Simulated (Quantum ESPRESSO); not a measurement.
**InPd in Quantum ESPRESSO: convergence with SCF threshold**

Input of the first run (SCF threshold 0.001 Ry); the others differ in this setting and in those tied to it:

The input pw.in:

```
&CONTROL
  calculation = 'scf'
  prefix = 'pwscf'
  outdir = './tmp'
  pseudo_dir = './pseudo'
  tprnfor = .true.
  tstress = .true.
  disk_io = 'nowf'
/
&SYSTEM
  ibrav = 0
  nat = 2
  ntyp = 2
  ecutwfc = 56
  ecutrho = 448
  nbnd = 22
  occupations = 'smearing'
  smearing = 'fd'
  degauss = 0.00999582
/
&ELECTRONS
  conv_thr = 0.001
  electron_maxstep = 120
  mixing_beta = 0.5
/
ATOMIC_SPECIES
In   114.8180 in_pbesol_v1.4.uspp.F.UPF
Pd   106.4200 pd_pbesol_v1.4.uspp.F.UPF
CELL_PARAMETERS angstrom
   0.0000000000    2.7460700000    2.7460700000
   2.7460700000    0.0000000000    2.7460700000
   2.7460700000    2.7460700000    0.0000000000
ATOMIC_POSITIONS crystal
In    -0.0045800000   -0.0027680000   -0.0080480000
Pd     0.5034030000    0.5010420000    0.5058810000
K_POINTS automatic
4 4 4 0 0 0
```

Potentials or basis: GBRV 1.5 PBEsol.

Command:

```bash
$ OMP_NUM_THREADS=1 pw.x -in pw.in > pw.out
```

The cell isn't the ideal one: atoms moved at random, drawn with an rms of 0.05 Å.

The cell was built by a generator and needn't be a form met in nature.

Hardware: 1 thread of Arm Neoverse V1, with other jobs on the host.

```csv
SCF threshold,"energy less the tightest run, at zero smearing (meV/atom)",pressure (GPa),largest force (eV/Å),SCF cycles,CPU time (s),peak memory (GiB)
0.001 Ry,1.35,-9.58,0.341,6,25,0.21
0.0001 Ry,0.05,-4.97,0.343,8,31,0.21
1e-05 Ry,0.05,-4.97,0.343,8,31,0.2
1e-06 Ry,0.00,-5.50,0.337,9,34,0.21
1e-07 Ry,0.00,-5.50,0.337,9,34,0.21
1e-08 Ry,0.00,-5.56,0.335,10,37,0.21
1e-10 Ry,0.00,-5.59,0.335,13,46,0.2
1e-12 Ry,0.00,-5.59,0.335,14,49,0.21
```

Against the tightest run, the energy stays within 1 meV/atom from 0.0001 Ry on; the pressure stays within 0.1 GPa from 1e-06 Ry on; the largest force stays within 0.005 eV/Å from 1e-06 Ry on. The tightest run that finished is the yardstick and may itself not be fully converged.

Caveat, for the tightest run too: the k mesh is coarse (spacing up to 0.50 Å⁻¹), so the values aren't converged.
